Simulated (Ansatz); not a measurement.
Pressure against volume: La2O3

```
CELL_PARAMETERS angstrom
3.93000 0.00000 0.00000
-1.96500 3.40348 0.00000
0.00000 0.00000 6.12000
ATOMIC_POSITIONS crystal
La 0.33333 0.66667 0.25000
La 0.66667 0.33333 0.75000
O 0.25000 0.25000 0.00000
O 0.75000 0.00000 0.00000
O 0.00000 0.75000 0.00000
```

The cell comes from COD entry 1010278, which wasn't checked; take it as a given geometry. It is an old determination, and later ones may differ.

No spin–orbit coupling, which matters for the heavy atoms here.

Methods: DFT, PBE, all-electron LAPW, scalar-relativistic (Ansatz 0.2.0); DFT, PBE, PAW with Ansatz's default frozen-core files, scalar-relativistic (Ansatz 0.2.0).

For LAPW: a Γ-centred 6×6×4 k mesh, Fermi–Dirac smearing of 0.02 eV, basis error target 1 meV/atom, no spin polarisation; the mesh is coarse along some axis. PAW takes a cutoff of 420 eV at this cell. The Ansatz runs share mesh, smearing and spin set-up. Plane-wave (PAW) pressures include the program's estimate of the Pulay term.

The cell above is scaled evenly, with fractional coordinates and shape held.

```csv
V/V(cell),V (Å³/atom),"P, LAPW (GPa)","P, PAW (GPa)"
0.9400,15.390,55.33,55.47
0.9600,15.717,50.35,50.48
0.9800,16.044,45.74,45.85
0.9900,16.208,43.57,43.67
1.0000,16.372,41.48,41.58
1.0100,16.536,39.48,39.56
1.0200,16.699,37.54,37.62
1.0400,17.027,33.90,33.97
1.0600,17.354,30.54,30.59
```
